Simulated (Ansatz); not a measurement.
Runs of Ansatz 0.2.0 on AlO. It takes space group Pm-3m (No. 221, cubic). The conventional cell has a = 2.769 Å, b = 2.769 Å, c = 2.769 Å, α = 90.00°, β = 90.00°, γ = 90.00°. Al (site symmetry m-3m) has 8 O at 2.40 Å as nearest neighbours. O (site symmetry m-3m) is surrounded by 8 Al at 2.40 Å. The cell was built by a generator and needn't be a form met in nature.

| task | level | cell | cutoff (eV) | points for each segment of the path | gap on the mesh (eV) | pressure (GPa) | relaxed volume (Å³/atom) |
| --- | --- | --- | --- | --- | --- | --- | --- |
| band structure | HSE03 | as given | 420 | 4 | none | (a) | - |
| single point | r2SCAN50 | as given | 500 | - | none | -11.7 | - |
| single point | r2SCANh | as given | 500 | - | none | -6.3 | - |
| single point | PBEsol0 | as given | 420 | - | none | -9.1 | - |
| single point | HF | as given | 420 | - | none | -4.9 | - |
| single point | PBE0 | as given | 420 | - | none | -6.1 | - |
| relaxation of cell and atoms | HSE06 | relaxed | 420 | - | none | 0.0 | 10.18 |
| single point | B3LYP | as given | 420 | - | none | -1.5 | - |
| relaxation of cell and atoms | HSE03 | relaxed | 420 | - | none | 0.0 | (b) |
| band structure | HSEsol | as given | 420 | 4 | none | -8.8 | - |
| relaxation of cell and atoms | B3LYP | relaxed | 420 | - | none | 0.0 | 10.50 |
| relaxation of cell and atoms | PBEsol0 | relaxed | 420 | - | none | 0.0 | 9.97 |

Alike in all rows: potentials or basis Ansatz PAW; no spin polarisation; k mesh 5 × 5 × 5; smearing fermi-dirac 0.05 eV; the mesh is coarse, so values aren't converged.

Question: Fill in the values left out.

Answer: (a) -5.8; (b) 10.19.

Caveats: all runs use coarse meshes; an odd number of electrons without spin polarisation forces a metal; a magnetic or distorted state may lie lower; the PAW data sets come from PBE, with cores solved anew for the run's functional, which leaves a small shift of forces and pressure; the thresholds are loose for stress (some runs); the plane-wave basis is chosen anew once the cell has moved, so the energies of steps on either side of that aren't comparable (some runs).

A gap of «none» marks a metal or a gap under the smearing width.
